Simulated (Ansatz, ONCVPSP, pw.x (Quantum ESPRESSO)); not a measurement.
pw.x on bcc Ti: one setting changed

Potential: optimised norm-conserving Vanderbilt (ONCV), ONCVPSP 4.0.1.1 (patched build), PBE; core [Ne], reference 3s2 3p6 3d2 4s2; waves: 3s+4s: rc 1.95 bohr, ncon 4, nbas 7, qcut 6.2 1/bohr, 2 projectors; 3p: rc 1.75 bohr, ncon 3, nbas 7, qcut 8.6 1/bohr, local; 3d: rc 2.55 bohr, ncon 4, nbas 8, qcut 6.4 1/bohr, 2 projectors, debl 3.8 Ha; local part: the p channel; core correction: none.

The reference run (k-mesh 14³, cutoffs 60/240 Ry, Fermi–Dirac 0.01 Ry, mixing_beta 0.4, conv_thr 1e-9, no spin) gives 1.47 GPa at 17.343 Å³/atom, where all-electron LAPW gives 0.23 GPa. This run, with its own iteration cap, changes nbnd to 18.

```
&control
  calculation='scf', prefix='x', pseudo_dir='./', outdir='./tmp', tstress=.true., disk_io='none'
/
&system
  ibrav=0, nat=1, ntyp=1, ecutwfc=60, ecutrho=240, nbnd=18,
  occupations='smearing', smearing='fd', degauss=0.01
/
&electrons
  conv_thr=1e-09, mixing_beta=0.4, electron_maxstep=60
/
ATOMIC_SPECIES
Ti 1.0 Ti.UPF
CELL_PARAMETERS angstrom
  -1.63062743 1.63062743 1.63062743
  1.63062743 -1.63062743 1.63062743
  1.63062743 1.63062743 -1.63062743
ATOMIC_POSITIONS crystal
Ti 0.0000 0.0000 0.0000
K_POINTS automatic
14 14 14 0 0 0
```

```bash
pw.x < Ti.scf.in > Ti.scf.out
```

Problem. How does the run end?

Solution. It converges in 8 iterations; the free energy moves by +0.0 meV/atom and the pressure by -0.01 GPa. The result is that of the reference run.

```
Message from routine setup:
     using ibrav=0 with symmetry is DISCOURAGED, use correct ibrav instead
     lattice parameter (alat)  =       5.3372  a.u.
     unit-cell volume          =     117.0364 (a.u.)^3
     number of electrons       =        12.00
     number of Kohn-Sham states=           18
     kinetic-energy cutoff     =      60.0000  Ry
     charge density cutoff     =     240.0000  Ry
     scf convergence threshold =      1.0E-09
     Exchange-correlation= PBE
     number of k points=   104  Fermi-Dirac smearing, width (Ry)=  0.0100
     iteration #  1     ecut=    60.00 Ry     beta= 0.40
     total energy              =    -115.66171351 Ry
     estimated scf accuracy    <       0.02583515 Ry
     iteration #  2     ecut=    60.00 Ry     beta= 0.40
     total energy              =    -115.66462785 Ry
     estimated scf accuracy    <       0.00109391 Ry
     iteration #  3     ecut=    60.00 Ry     beta= 0.40
     total energy              =    -115.66477232 Ry
     estimated scf accuracy    <       0.00009413 Ry
     [... 2 iterations left out ...]
     iteration #  6     ecut=    60.00 Ry     beta= 0.40
     total energy              =    -115.66477889 Ry
     estimated scf accuracy    <       0.00000003 Ry
     iteration #  7     ecut=    60.00 Ry     beta= 0.40
     total energy              =    -115.66477890 Ry
     estimated scf accuracy    <          6.2E-09 Ry
     iteration #  8     ecut=    60.00 Ry     beta= 0.40
     the Fermi energy is    13.3218 ev
!    total energy              =    -115.66477890 Ry
     estimated scf accuracy    <          5.8E-11 Ry
     smearing contrib. (-TS)   =      -0.01036151 Ry
     The total energy is F=E-TS. E is the sum of the following terms:
     one-electron contribution =     -39.93253956 Ry
     hartree contribution      =      23.63427118 Ry
     xc contribution           =     -14.32289448 Ry
     ewald contribution        =     -85.03325453 Ry
     convergence has been achieved in   8 iterations
          total   stress  (Ry/bohr**3)                   (kbar)     P=       14.62
     Message from routine punch:
     Nothing written, as per user request (disk_io='none')
```

The run took about 42 s on one core of a shared host (Neoverse-N1, 64 threads, 124 GiB, load 48).
